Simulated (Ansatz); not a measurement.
AgBr, one cell by several methods

```
Ag Br
1.0
     0.00000    2.88605    2.88605
     2.88605    0.00000    2.88605
     2.88605    2.88605    0.00000
Ag Br
1 1
Cartesian
  2.8861 2.8861 2.8861
  0.0000 0.0000 0.0000
```

Atom numbers follow the list: Ag1, Br2.

Conventional cell: a = 5.772 Å, b = 5.772 Å, c = 5.772 Å, α = 90.00°, β = 90.00°, γ = 90.00°. Ag (atom 1) has 6 Br at 2.89 Å as nearest neighbours. Br (atom 2) has 6 Ag at 2.89 Å as nearest neighbours.

The geometry is COD entry 9011682, unchecked; take it as a test cell.

All numbers are computed: DFT, LDA, PAW with Ansatz's default frozen-core files, scalar-relativistic (Ansatz 0.2.0); DFT, LDA, all-electron LAPW, scalar-relativistic (Ansatz 0.2.0).

For PAW: a Γ-centred 7×7×7 k mesh, Fermi–Dirac smearing of 0.03 eV, cutoff 420 eV, no spin polarisation; the PAW files were made with PBE, and the program remakes their frozen cores for this functional. LAPW targets a basis error of 0.5 meV/atom. The Ansatz runs share mesh, smearing and spin set-up. Plane-wave (PAW) pressures include the program's estimate of the Pulay term.

Stress and pressure are positive in compression.

Levels count from the top of the valence band.

PAW results:

```tsv
quantity	PAW
pressure (GPa)	-4.83
band gap (eV)	0.380
highest filled level at W (eV)	-1.551
lowest empty level at W (eV)	3.576
highest filled level at Γ (eV)	-1.873
lowest empty level at Γ (eV)	0.380
highest filled level at X (eV)	-2.298
lowest empty level at X (eV)	1.379
```

(1) What does full-potential LAPW give for the same quantities?

Results:

(1) 
```
                      quantity    LAPW
                pressure (GPa)   -4.83
                 band gap (eV)   0.379
highest filled level at W (eV)  -1.552
  lowest empty level at W (eV)   3.575
highest filled level at Γ (eV)  -1.875
  lowest empty level at Γ (eV)   0.379
highest filled level at X (eV)  -2.300
  lowest empty level at X (eV)   1.378
```
